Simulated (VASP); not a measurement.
Crystal: SrO.

```
CELL_PARAMETERS angstrom
0.00000 2.56630 2.56630
2.56630 0.00000 2.56630
2.56630 2.56630 0.00000
ATOMIC_POSITIONS crystal
Sr 0.50000 0.50000 0.50000
O 0.00000 0.00000 0.00000
```

* Program: VASP 6.6.1
* Task: relaxation of cell and atoms
* Functional: PBE
* Potentials or basis: VASP PAW PBE potentials, release 64 (Sr_sv, O)
* Cutoff: 600 eV
* k mesh: 10 × 10 × 10
* Occupations: gaussian, width 0.03 eV
* Spin: no spin polarisation

At the start: pressure 3.8 GPa; volume 16.90 Å³/atom.

Question: Where does the relaxation end?

Answer: Over 3 steps the energy falls by 8.2 meV/atom and the volume is 17.62 Å³/atom (+4.2 %); space group Fm-3m (No. 225, to 0.05 Å).

Step by step:
| step | energy change (eV) | largest force (eV/Å) | pressure (GPa) | volume (Å³) |
| --- | --- | --- | --- | --- |
| 1 | 0.0000 | 0.0000 | 3.83 | 33.80 |
| 2 | -0.0140 | 0.0000 | -1.33 | 35.82 |
| 3 | -0.0164 | 0.0000 | 0.01 | 35.23 |

Final structure:
```cif
data_structure
_symmetry_space_group_name_H-M 'P 1'
_symmetry_Int_Tables_number 1
_cell_length_a 3.6797
_cell_length_b 3.6797
_cell_length_c 3.6797
_cell_angle_alpha 60.000
_cell_angle_beta 60.000
_cell_angle_gamma 60.000
_cell_volume 35.23
loop_
_atom_site_label
_atom_site_type_symbol
_atom_site_fract_x
_atom_site_fract_y
_atom_site_fract_z
_atom_site_occupancy
Sr1 Sr 0.50000 0.50000 0.50000 1
O1 O 0.00000 0.00000 0.00000 1
```
